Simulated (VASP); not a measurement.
# Settings for CuI: equation of state

CuI, F-43m (no. 216), 2 atoms in the cell. PBE; PAW potentials I, Cu (PBE set). VASP 6.6.1.

Wanted: equilibrium volume within 0.05 %; bulk modulus within 0.4 %.

What the run is for: equation of state; Accuracy asked: tight.

The series start from Plane-wave cutoff (eV): 380; k-point mesh: 6 × 6 × 6; Volumes: 5 from 0.92 to 1.08; Precision mode (PREC): Accurate; Electronic threshold (eV): 1e-6; Aspherical gradient terms in the spheres (LASPH): yes; Start of each volume: each volume from scratch. Each series keeps the choices made before it, and each single choice may use up half of a tolerance. Times cover all steps of a run.

## Plane-wave cutoff (eV)

| Plane-wave cutoff (eV) | Equilibrium volume (Å³/atom) | Bulk modulus (GPa) | Time (s) |
|---|---|---|---|
| 240 | 28.05 | 20.02 | 18 |
| 300 | 28.16 | 38.92 | 22 |
| 340 | 28.13 | 38.9 | 33 |
| 380 | 28.13 | 38.9 | 31 |
| 440 | 28.14 | 38.79 | 41 |
| 520 | 28.14 | 38.84 | 37 |
| 620 (reference) | 28.14 | 38.83 | 52 |

Chosen: 440, the loosest value from which every tighter one stays within half of the tolerance.

## k-point mesh

| k-point mesh | Equilibrium volume (Å³/atom) | Bulk modulus (GPa) | Time (s) |
|---|---|---|---|
| 2 × 2 × 2 | 31.38 | 32.64 | 20 |
| 3 × 3 × 3 | 28.84 | 35.72 | 22 |
| 4 × 4 × 4 | 28.32 | 38.61 | 26 |
| 5 × 5 × 5 | 28.17 | 38.56 | 29 |
| 6 × 6 × 6 | 28.14 | 38.79 | 41 |
| 8 × 8 × 8 | 28.13 | 38.84 | 55 |
| 10 × 10 × 10 (reference) | 28.13 | 38.8 | 81 |

Chosen: 8 × 8 × 8.

## Volumes

| Volumes | Equilibrium volume (Å³/atom) | Bulk modulus (GPa) | Time (s) |
|---|---|---|---|
| 5 from 0.88 to 1.12 | 28.13 | 38.8 | 48 |
| 5 from 0.92 to 1.08 | 28.13 | 38.84 | 55 |
| 7 from 0.91 to 1.09 (reference) | 28.13 | 38.85 | 69 |

Chosen: 5 from 0.88 to 1.12.

## Precision mode (PREC)

| Precision mode (PREC) | Equilibrium volume (Å³/atom) | Bulk modulus (GPa) | Time (s) |
|---|---|---|---|
| SingleN | 28.22 | 40.66 | 26 |
| Normal | 28.13 | 38.76 | 26 |
| Accurate (reference) | 28.13 | 38.8 | 48 |

Chosen: Normal.

## Electronic threshold (eV)

| Electronic threshold (eV) | Equilibrium volume (Å³/atom) | Bulk modulus (GPa) | Time (s) |
|---|---|---|---|
| 0.001 | 28.13 | 38.77 | 19 |
| 0.0001 | 28.13 | 38.76 | 21 |
| 1e-5 | 28.13 | 38.76 | 23 |
| 1e-6 | 28.13 | 38.76 | 26 |
| 1e-7 (reference) | 28.13 | 38.76 | 28 |

Chosen: 0.001.

## Aspherical gradient terms in the spheres (LASPH)

| Aspherical gradient terms in the spheres (LASPH) | Equilibrium volume (Å³/atom) | Bulk modulus (GPa) | Time (s) |
|---|---|---|---|
| yes | 28.13 | 38.77 | 19 |
| no | 28.13 | 38.76 | 15 |

Chosen: yes; no other choice that stays within half of the tolerance saves 30 % of the time.

## Start of each volume

| Start of each volume | Equilibrium volume (Å³/atom) | Bulk modulus (GPa) | Time (s) |
|---|---|---|---|
| each volume from scratch | 28.13 | 38.77 | 19 |
| orbitals of the volume before (WAVECAR) | 28.13 | 38.77 | 16 |

Chosen: each volume from scratch.

## All choices together

| Input | Equilibrium volume (Å³/atom) | Bulk modulus (GPa) | Time (s) |
|---|---|---|---|
| the program's defaults (naive) | 28.34 | 36.66 | 6.3 |
| chosen settings | 28.13 | 38.77 | 19 |
| reference settings throughout | 28.13 | 38.86 | 160 |

The tolerance is met.

## The input

INCAR:
```
GGA = PE
ISMEAR = 0
SIGMA = 0.03
LWAVE = False
LCHARG = False
ISIF = 2
NSW = 0
PREC = Normal
LASPH = True
LREAL = False
ALGO = Normal
EDIFF = 0.001
NELM = 120
GGA_COMPAT = False
ENCUT = 440
EFERMI = MIDGAP
```

KPOINTS:
```
Automatic mesh
0
Gamma
  8 8 8
  0 0 0
```

POSCAR.step1:
```
CuI
1.0
    0.0000000000      2.9050378593      2.9050378593
    2.9050378593      0.0000000000      2.9050378593
    2.9050378593      2.9050378593      0.0000000000
I Cu
1 1
Direct
    0.0000000000      0.0000000000      0.0000000000
    0.7500000000      0.7500000000      0.7500000000
```

POSCAR.step2:
```
CuI
1.0
    0.0000000000      2.9696152886      2.9696152886
    2.9696152886      0.0000000000      2.9696152886
    2.9696152886      2.9696152886      0.0000000000
I Cu
1 1
Direct
    0.0000000000      0.0000000000      0.0000000000
    0.7500000000      0.7500000000      0.7500000000
```

POSCAR.step3:
```
CuI
1.0
    0.0000000000      3.0315000000      3.0315000000
    3.0315000000      0.0000000000      3.0315000000
    3.0315000000      3.0315000000      0.0000000000
I Cu
1 1
Direct
    0.0000000000      0.0000000000      0.0000000000
    0.7500000000      0.7500000000      0.7500000000
```

POSCAR.step4:
```
CuI
1.0
    0.0000000000      3.0909562712      3.0909562712
    3.0909562712      0.0000000000      3.0909562712
    3.0909562712      3.0909562712      0.0000000000
I Cu
1 1
Direct
    0.0000000000      0.0000000000      0.0000000000
    0.7500000000      0.7500000000      0.7500000000
```

POSCAR.step5:
```
CuI
1.0
    0.0000000000      3.1482091740      3.1482091740
    3.1482091740      0.0000000000      3.1482091740
    3.1482091740      3.1482091740      0.0000000000
I Cu
1 1
Direct
    0.0000000000      0.0000000000      0.0000000000
    0.7500000000      0.7500000000      0.7500000000
```

Commands (each step's output is kept before the next begins):
```
cat potpaw_PBE.64/I/POTCAR potpaw_PBE.64/Cu/POTCAR > POTCAR
cp POSCAR.step1 POSCAR
mpirun -np 1 vasp_std > vasp.out
cp POSCAR.step2 POSCAR
mpirun -np 1 vasp_std > vasp.out
cp POSCAR.step3 POSCAR
mpirun -np 1 vasp_std > vasp.out
cp POSCAR.step4 POSCAR
mpirun -np 1 vasp_std > vasp.out
cp POSCAR.step5 POSCAR
mpirun -np 1 vasp_std > vasp.out
```

The chosen input took VASP 6.6.1 19 s on 1 core (Intel Xeon 6975P-C (Granite Rapids)), a shared host.

## An input that fails: cutoff far too low

It runs to its end, but against the unchanged starting input it is off by 3.1 % in the equilibrium volume, 842 % in the bulk modulus.

Changes against the starting input:
```
(all steps)
- PREC = Accurate
- NELM = 120
- ENCUT = 380
+ PREC = Low
+ NELM = 75
+ ENCUT = 180
```
